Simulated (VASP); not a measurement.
# WSe2 in VASP: a series of runs

The runs below take WSe2 through band structure, phonons, with r2SCAN, LDA, PBE, PBE+D3(BJ).

All numbers are computed with VASP 6.6.1; they aren't measurements. Logs are shortened: lines on timing, memory, paths and dates and some standing lists are left out, and cuts for length are marked.

## (1) Starting point

The cell holds a slab with vacuum, 3 atoms: a = 3.287 Å, b = 3.287 Å, c = 21.346 Å, α = 90.00°, β = 90.00°, γ = 120.00°.

## (2) Band structure, r2SCAN

Contents of INCAR:

```
SYSTEM = WSe2
PREC = Accurate ; ENCUT = 520
EDIFF = 1E-7 ; ISMEAR = 0
SIGMA = 0.03 ; LREAL = .FALSE.
LASPH = .TRUE. ; NELM = 120
ALGO = All ; ISIF = 2
LWAVE = .FALSE. ; LCHARG = .FALSE.
LMAXMIX = 4 ; LDIPOL = .TRUE.
IDIPOL = 3 ; DIPOL = 0.5 0.5 0.500
METAGGA = R2SCAN ; LMIXTAU = .TRUE.
NBANDS = 20 ; LVHAR = .TRUE.
LVACPOTAV = .TRUE. ; AMIN = 0.01
```

Contents of KPOINTS:

```
regular mesh
0
G
  12 12 1
  0 0 0
```

Contents of POSCAR:

```
WSe2                                    
1.0
    3.2872502751      0.0000000000      0.0000000000
   -1.6436251375      2.8468422484      0.0000000000
    0.0000000000      0.0000000000     21.3462600000
  Se              W             
     2     1
Direct
     0.3333333300000021    0.6666666699999979    0.4209905798060021
     0.3333333300000021    0.6666666699999979    0.5790094201939979
     0.6666666699999979    0.3333333300000021    0.5000000000000000
```

Contents of KPOINTS_OPT:

```
explicit points
67
Reciprocal
 0.0000000000  0.0000000000  0.0000000000 1
 0.0357142900  0.0000000000  0.0000000000 1
 0.0714285700  0.0000000000  0.0000000000 1
 0.1071428600  0.0000000000  0.0000000000 1
 0.1428571400  0.0000000000  0.0000000000 1
 0.1785714300  0.0000000000  0.0000000000 1
 0.2142857100  0.0000000000  0.0000000000 1
 0.2500000000  0.0000000000  0.0000000000 1
 0.2857142900  0.0000000000  0.0000000000 1
 0.3214285700  0.0000000000  0.0000000000 1
 0.3571428600  0.0000000000  0.0000000000 1
 0.3928571400  0.0000000000  0.0000000000 1
 0.4285714300  0.0000000000  0.0000000000 1
 0.4642857100  0.0000000000  0.0000000000 1
 0.5000000000  0.0000000000  0.0000000000 1
 0.4791666700  0.0416666700  0.0000000000 1
 0.4583333300  0.0833333300  0.0000000000 1
 0.4375000000  0.1250000000  0.0000000000 1
 0.4166666700  0.1666666700  0.0000000000 1
 0.3958333300  0.2083333300  0.0000000000 1
 0.3750000000  0.2500000000  0.0000000000 1
 0.3541666700  0.2916666700  0.0000000000 1
 0.3333333300  0.3333333300  0.0000000000 1
 0.3137254900  0.3137254900  0.0000000000 1
 0.2941176500  0.2941176500  0.0000000000 1
 0.2745098000  0.2745098000  0.0000000000 1
 0.2549019600  0.2549019600  0.0000000000 1
 0.2352941200  0.2352941200  0.0000000000 1
 0.2156862700  0.2156862700  0.0000000000 1
 0.1960784300  0.1960784300  0.0000000000 1
 0.1764705900  0.1764705900  0.0000000000 1
 0.1568627500  0.1568627500  0.0000000000 1
 0.1372549000  0.1372549000  0.0000000000 1
 0.1176470600  0.1176470600  0.0000000000 1
 0.0980392200  0.0980392200  0.0000000000 1
 0.0784313700  0.0784313700  0.0000000000 1
 0.0588235300  0.0588235300  0.0000000000 1
 0.0392156900  0.0392156900  0.0000000000 1
 0.0196078400  0.0196078400  0.0000000000 1
 0.0000000000  0.0000000000  0.0000000000 1
 0.0000000000  0.0000000000  0.0000000000 1
 0.0062834400 -0.0031417200  0.0000000000 1
-0.0062834400  0.0031417200  0.0000000000 1
 0.0183266900 -0.0091633500  0.0000000000 1
-0.0183266900  0.0091633500  0.0000000000 1
-0.0000000000  0.0054416200  0.0000000000 1
 0.0000000000 -0.0054416200  0.0000000000 1
-0.0000000000  0.0158713800  0.0000000000 1
 0.0000000000 -0.0158713800  0.0000000000 1
 0.5000000000  0.0000000000  0.0000000000 1
 0.5062834400 -0.0031417200  0.0000000000 1
 0.4937165600  0.0031417200  0.0000000000 1
 0.5183266900 -0.0091633500  0.0000000000 1
 0.4816733100  0.0091633500  0.0000000000 1
 0.5000000000  0.0054416200  0.0000000000 1
 0.5000000000 -0.0054416200  0.0000000000 1
 0.5000000000  0.0158713800  0.0000000000 1
 0.5000000000 -0.0158713800  0.0000000000 1
 0.3333333300  0.3333333300  0.0000000000 1
 0.3396167700  0.3301916100  0.0000000000 1
 0.3270498900  0.3364750500  0.0000000000 1
 0.3516600200  0.3241699800  0.0000000000 1
 0.3150066400  0.3424966800  0.0000000000 1
 0.3333333300  0.3387749500  0.0000000000 1
 0.3333333300  0.3278917100  0.0000000000 1
 0.3333333300  0.3492047100  0.0000000000 1
 0.3333333300  0.3174619500  0.0000000000 1
```

Potentials or basis: VASP PAW PBE potentials, release 64 (Se, W_sv).

Command:

```console
$ cat potpaw_PBE.64/Se/POTCAR potpaw_PBE.64/W_sv/POTCAR > POTCAR
$ mpirun -np 1 vasp_std > vasp.out
```

OUTCAR:

```text
SYSTEM = WSe2
   PREC = Accurate
   ENCUT = 520
   EDIFF = 1E-7
   ISMEAR = 0
   LREAL = .FALSE.
   LASPH = .TRUE.
   NELM = 120
   ISIF = 2
   METAGGA = R2SCAN

 ion  position               nearest neighbor table
   1  0.333  0.667  0.421-   3 2.54   3 2.54   3 2.54
   2  0.333  0.667  0.579-   3 2.54   3 2.54   3 2.54
   3  0.667  0.333  0.500-   1 2.54   2 2.54   1 2.54   2 2.54   1 2.54   2 2.54

  LATTYP: Found a hexagonal cell.
 ALAT       =     3.2872502751
 C/A-ratio  =     6.4936522058

  Lattice vectors:

 A1 = (   3.2872502751,   0.0000000000,   0.0000000000)
 A2 = (  -1.6436251375,   2.8468422484,   0.0000000000)
 A3 = (   0.0000000000,   0.0000000000,  21.3462600000)

Analysis of symmetry for initial positions (statically):
=====================================================================
 Subroutine PRICEL returns:
 Original cell was already a primitive cell.

 Routine SETGRP: Setting up the symmetry group for a
 hexagonal supercell.

 Subroutine GETGRP returns: Found 12 space group operations
 (whereof 12 operations were pure point group operations)
 out of a pool of 24 trial point group operations.

The static configuration has the point symmetry D_3h.

Analysis of symmetry for dynamics (positions and initial velocities):
=====================================================================
 Subroutine PRICEL returns:
 Original cell was already a primitive cell.

 Routine SETGRP: Setting up the symmetry group for a
 hexagonal supercell.

 Subroutine GETGRP returns: Found 12 space group operations
 (whereof 12 operations were pure point group operations)
 out of a pool of 24 trial point group operations.

The dynamic configuration has the point symmetry D_3h.

 Subroutine INISYM returns: Found 12 space group operations
 (whereof 12 operations are pure point group operations),
 and found     1 'primitive' translations

----------------------------------------------------------------------------------------

                                     Primitive cell

  volume of cell :     199.7643

  direct lattice vectors                    reciprocal lattice vectors
     3.287250275  0.000000000  0.000000000     0.304205618  0.175633195  0.000000000
    -1.643625137  2.846842248  0.000000000     0.000000000  0.351266390  0.000000000
     0.000000000  0.000000000 21.346260000     0.000000000  0.000000000  0.046846614

  length of vectors
     3.287250275  3.287250276 21.346260000     0.351266390  0.351266390  0.046846614

  position of ions in fractional coordinates (direct lattice)
     0.333333330  0.666666670  0.420990580
     0.333333330  0.666666670  0.579009420
     0.666666670  0.333333330  0.500000000

  ion indices of the primitive-cell ions
   primitive index   ion index
                 1           1
                 2           2
                 3           3

----------------------------------------------------------------------------------------

 KPOINTS: regular mesh

Automatic generation of k-mesh.
 Grid dimensions read from file:
 generate k-points for:   12   12    1

 Generating k-lattice:

  Cartesian coordinates                     Fractional coordinates (reciprocal lattice)
     0.025350468  0.014636100  0.000000000     0.083333333  0.000000000  0.000000000
     0.000000000  0.029272199  0.000000000     0.000000000  0.083333333  0.000000000
     0.000000000  0.000000000  0.046846614     0.000000000  0.000000000  1.000000000

  Length of vectors
     0.029272199  0.029272199  0.046846614

  Shift w.r.t. Gamma in fractional coordinates (k-lattice)
     0.000000000  0.000000000  0.000000000

 Subroutine IBZKPT returns following result:
 ===========================================

 Found     19 irreducible k-points:

 Following reciprocal coordinates:
            Coordinates               Weight
  0.000000  0.000000  0.000000      1.000000
  0.083333 -0.000000  0.000000      6.000000
  0.166667 -0.000000  0.000000      6.000000
  0.250000 -0.000000  0.000000      6.000000
  0.333333 -0.000000  0.000000      6.000000
  0.416667 -0.000000  0.000000      6.000000
[... 11 lines left out ...]
  0.333333  0.250000  0.000000     12.000000
  0.333333  0.333333  0.000000      2.000000
   k-points           NKPTS =     19   k-points in BZ     NKDIM =     19   number of bands    NBANDS=     20
   number of dos      NEDOS =    301   number of ions     NIONS =      3
   total plane-waves  NPLWV =  92160
   dimension x,y,z NGX =    24 NGY =   24 NGZ =  160
   dimension x,y,z NGXF=    48 NGYF=   48 NGZF=  320
   ions per type =               2   1
   NGX,Y,Z   is equivalent  to a cutoff of  12.14, 12.14, 12.46 a.u.
   NGXF,Y,Z  is equivalent  to a cutoff of  24.28, 24.28, 24.92 a.u.
 SYSTEM =  WSe2
   PREC   = accura    normal or accurate (medium, high low for compatibility)
   ISTART =      0    job   : 0-new  1-cont  2-samecut
   ICHARG =      2    charge: 1-file 2-atom 10-const
   ISPIN  =      1    spin polarized calculation?
   LNONCOLLINEAR =      F non collinear calculations
   LSORBIT =      F    spin-orbit coupling
   LASPH  =      T    aspherical Exc in radial PAW
   ENCUT  =  520.0 eV  38.22 Ry    6.18 a.u.   6.11  6.11 39.69*2*pi/ulx,y,z
   NELM   =    120;   NELMIN=  2; NELMDL= -5     # of ELM steps
   EDIFF  = 0.1E-06   stopping-criterion for ELM
   LREAL  =      F    real-space projection
[... 7 lines left out ...]
   TEBEG  =    0.0;   TEEND  =   0.0 temperature during run
   PSTRESS=    0.0 pullay stress
   NELECT =      26.0000    total number of electrons
   NUPDOWN=      -1.0000    fix difference up-down
   EMIN   =  10.00;   EMAX   =-10.00  energy-range for DOS
   EFERMI =   0.00;   METHOD = LEGACY
   ISMEAR =     0;   SIGMA  =   0.03  broadening in eV -4-tet -1-fermi 0-gaus
   EFERMI_NEDOS =   21; number of points for ismear=-14 and -15
   IALGO  =     58    algorithm
   IMIX   =      4    mixing-type and parameters
     AMIX     =   0.40;   BMIX     =  1.00
     AMIX_MAG =   1.60;   BMIX_MAG =  1.00
  volume/ion in A,a.u.               =      66.59       449.36
  Fermi-wavevector in a.u.,A,eV,Ry     =   0.829647  1.567805  9.365080  0.688314
  Thomas-Fermi vector in A             =   1.942229
   LORBIT       =      0    0 simple, 1 ext, 2 COOP (PROOUT), +10 PAW based schemes
   METAGGA = R2SCAN    functional components
   LHFCALC =     F    Hartree Fock is set to
   AEXX    =    0.0000 exact exchange contribution
   IVDW    =     0    specifies the selected vdW correction
   LEPSILON=     F    determine dielectric tensor
   LRPA    =     F    only Hartree local field effects (RPA)
 non-spin polarized calculation
 Gauss-broadening in eV      SIGMA  =   0.03
  energy-cutoff  :      520.00
  volume of cell :      199.76
 maximum number of plane-waves:      5422
   NGX = 13   NGY = 13   NGZ = 79

 dipolmoment           0.000000      0.000000      0.000000 electrons x Angstroem

 number of electron      25.9999993 magnetization

 dipolmoment           0.000000      0.000000     -0.000000 electrons x Angstroem

 Free energy of the ion-electron system (eV)
  ---------------------------------------------------
  ext. energy  EPLUGINS =         0.00000000
  ---------------------------------------------------
  free energy    TOTEN  =       -81.73996559 eV

  energy without entropy =      -81.73996559  energy(sigma->0) =      -81.73996559

 E-fermi :  -1.7167     XC(G=0):  -3.8149

 val. band max:       -1.9053635749   @ k =   0.3333   0.3333   0.0000
 cond. band min:      -0.1205198961   @ k =   0.3333   0.3333   0.0000
 fundamental gap:      1.7848436788
 Fermi energy:        -1.7167088223

 k-point     1 :       0.0000    0.0000    0.0000
  band No.  band energies     occupation
      1     -77.9094      2.00000
      2     -41.5007      2.00000
      3     -41.3663      2.00000
      4     -41.3663      2.00000
      5     -17.3379      2.00000
      6     -16.0374      2.00000
[... 12 lines left out ...]
     19       3.4298      0.00000
     20       3.6183      0.00000

 k-point     2 :       0.0833   -0.0000    0.0000
  band No.  band energies     occupation
      1     -77.9086      2.00000
      2     -41.4975      2.00000
      3     -41.3832      2.00000
      4     -41.3702      2.00000
      5     -17.2283      2.00000
      6     -15.9816      2.00000
[... 12 lines left out ...]
     19       3.5666      0.00000
     20       3.9032      0.00000

 k-point     3 :       0.1667   -0.0000    0.0000
  band No.  band energies     occupation
      1     -77.9064      2.00000
      2     -41.4885      2.00000
      3     -41.4294      2.00000
      4     -41.3811      2.00000
      5     -16.9139      2.00000
      6     -15.8221      2.00000
[... 12 lines left out ...]
     19       3.9602      0.00000
     20       4.3949      0.00000

 k-point     4 :       0.2500   -0.0000    0.0000
  band No.  band energies     occupation
      1     -77.9034      2.00000
      2     -41.4919      2.00000
      3     -41.4763      2.00000
      4     -41.3959      2.00000
      5     -16.4406      2.00000
      6     -15.5846      2.00000
[... 314 lines left out ...]
 k-point    18 :       0.3333    0.2500    0.0000
  band No.  band energies     occupation
      1     -77.8964      2.00000
      2     -41.5718      2.00000
      3     -41.4973      2.00000
      4     -41.4473      2.00000
      5     -15.0171      2.00000
      6     -14.8792      2.00000
[... 12 lines left out ...]
     19       5.5880      0.00000
     20       7.1212      0.00000

 k-point    19 :       0.3333    0.3333    0.0000
  band No.  band energies     occupation
      1     -77.8960      2.00000
      2     -41.5518      2.00000
      3     -41.5277      2.00000
      4     -41.4456      2.00000
      5     -14.9234      2.00000
      6     -14.8292      2.00000
[... 12 lines left out ...]
     19       4.9256      0.00000
     20       7.3885      0.00000

------------------------ aborting loop because EDIFF is reached ----------------------------------------

 vacuum level on the upper side and lower side of the slab       (xc-potential included)        -0.008        -0.008

  FORCE on cell =-STRESS in cart. coord.  units (eV):
  Direction    XX          YY          ZZ          XY          YZ          ZX
  --------------------------------------------------------------------------------------
  -------------------------------------------------------------------------------------
  Total        0.5422712      0.5422712     -0.8286913      0.0000000      0.0000000      0.0000000
  in kB        4.3491978      4.3491978     -6.6463831      0.0000000      0.0000000      0.0000000
  external PRESSURE =       0.6840042 kB  Pullay stress =       0.0000000 kB

 VOLUME and BASIS-vectors are now :
 -----------------------------------------------------------------------------
  energy-cutoff  :      520.00
  volume of cell :      199.76
      direct lattice vectors                 reciprocal lattice vectors
     3.287250275  0.000000000  0.000000000     0.304205618  0.175633195  0.000000000
    -1.643625137  2.846842248  0.000000000     0.000000000  0.351266390  0.000000000
     0.000000000  0.000000000 21.346260000     0.000000000  0.000000000  0.046846614

 POSITION                                       TOTAL-FORCE (eV/Angst)
 -----------------------------------------------------------------------------------
     -0.00000      1.89789      8.98657         0.000000      0.000000      0.243907
     -0.00000      1.89789     12.35969         0.000000      0.000000     -0.243907
      1.64363      0.94895     10.67313        -0.000000      0.000000      0.000000
 -----------------------------------------------------------------------------------
    total drift:                               -0.000007      0.000004      0.000000

  FREE ENERGIE OF THE ION-ELECTRON SYSTEM (eV)
  ---------------------------------------------------
  free  energy   TOTEN  =       -81.7399655904 eV

  energy  without entropy=      -81.7399655904  energy(sigma->0) =      -81.73996559

 vacuum level on the upper side and lower side of the slab         3.359         3.359
```

Wall time 8.5 min (1 thread of Intel Xeon Platinum 8559C (Emerald Rapids), shared host); peak memory 0.46 GiB.

What came out:

- Free energy: -81.7400 eV
- Largest force: 0.244 eV/Å
- Band gap on the k mesh: 1.78 eV, direct
- Band gap along the path: 1.78 eV, direct
- Ionisation potential of the upper face: 5.26 eV

Forces in eV/Å, atoms in the order of the input:
```
Se   0.000  0.000  0.244
Se   0.000  0.000 -0.244
W    0.000  0.000  0.000
```

Caveat: the PAW data sets were made with another functional, which shifts forces and pressure a little; spin-orbit coupling is left out, which moves the levels of the heavy elements. r2SCAN opens gaps a little over a GGA but as a rule still falls short of measured ones.

## (3) Band structure, LDA

Contents of INCAR:

```
SYSTEM = WSe2
PREC = Accurate ; ENCUT = 520
EDIFF = 1E-7 ; ISMEAR = 0
SIGMA = 0.03 ; LREAL = .FALSE.
LASPH = .TRUE. ; NELM = 80
ALGO = Fast ; ISIF = 2
LWAVE = .FALSE. ; LCHARG = .FALSE.
LMAXMIX = 4 ; LDIPOL = .TRUE.
IDIPOL = 3 ; DIPOL = 0.5 0.5 0.500
NBANDS = 20 ; LVHAR = .TRUE.
LVACPOTAV = .TRUE.
```

KPOINTS is that of step 2.

POSCAR is that of step 2.

KPOINTS_OPT is that of step 2.

Potentials or basis: VASP PAW LDA potentials, release 64 (Se, W_sv).

Command:

```console
$ cat potpaw_LDA.64/Se/POTCAR potpaw_LDA.64/W_sv/POTCAR > POTCAR
$ mpirun -np 1 vasp_std > vasp.out
```

Run time: 2.4 min. Hardware: 1 thread of Intel Xeon Platinum 8559C (Emerald Rapids), shared host; peak memory 0.31 GiB.

Results (log left out):

| Item | Value |
| --- | --- |
| Free energy | -24.0972 eV |
| Largest force | 0.549 eV/Å |
| Band gap on the k mesh | 1.63 eV, indirect (least direct gap 1.66 eV) |
| Band gap along the path | 1.62 eV, indirect (least direct gap 1.66 eV) |
| Ionisation potential of the upper face | 5.36 eV |

Forces on the atoms (eV/Å):
```
Se   0.000  0.000  0.549
Se   0.000  0.000 -0.549
W    0.000  0.000  0.000
```

Levels at points of the mesh, in eV from the valence-band top:
```tsv
k point	band 10	band 11	band 12	band 13	band 14	band 15	band 16	band 17
(0.00, 0.00, 0.00)	-2.22	-1.15	-1.15	-0.42	2.99	2.99	3.15	3.15
(0.50, 0.00, 0.00)	-2.93	-2.16	-0.97	-0.82	2.45	2.77	3.67	4.40
```

Caveat: spin-orbit coupling is left out, which moves the levels of the heavy elements.

(Part 1 of 2 ends here.)
